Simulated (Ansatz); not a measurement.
# TiAl₂ under pressure

Theory: Ansatz, DFT PBEsol, scalar-relativistic, plane waves, PAW. Plane waves to 420 eV; Γ-centred k mesh 10×10×10; Fermi-Dirac smearing of 0.15 eV. No spin polarisation. Phonons by linear response, acoustic sum rule imposed.

Equilibrium structure at this level:
```cif
data_structure
_symmetry_space_group_name_H-M 'Cmmm'
_symmetry_Int_Tables_number 65
_cell_length_a 3.9072
_cell_length_b 12.0624
_cell_length_c 3.9678
_cell_angle_alpha 90.000
_cell_angle_beta 90.000
_cell_angle_gamma 90.000
_cell_volume 187.01
loop_
_atom_site_label
_atom_site_type_symbol
_atom_site_symmetry_multiplicity
_atom_site_Wyckoff_symbol
_atom_site_fract_x
_atom_site_fract_y
_atom_site_fract_z
_atom_site_occupancy
Ti1 Ti 4 i 0.50000 0.84371 0.00000 1
Al1 Al 2 a 0.00000 0.00000 0.00000 1
Al2 Al 4 j 0.50000 0.67286 0.50000 1
Al3 Al 2 c 0.50000 0.00000 0.50000 1
```

In a metal, frequencies and elastic constants depend on the k mesh and the smearing, soft modes and shear constants most.

Optical modes at Γ (cm⁻¹) at zero pressure: 220, 233, 236, 243, 243, 258, 282, 291, 307, 309, 315, 330, 339, 356, 356.

Problem. Under hydrostatic pressure the same modes lie at 225, 238, 242, 249, 249, 264, 290, 298, 315, 317, 323, 339, 348, 366, 366 cm⁻¹. What is the pressure, and how much has the cell shrunk?

Solution. 2 GPa; the volume is 1.7 % smaller.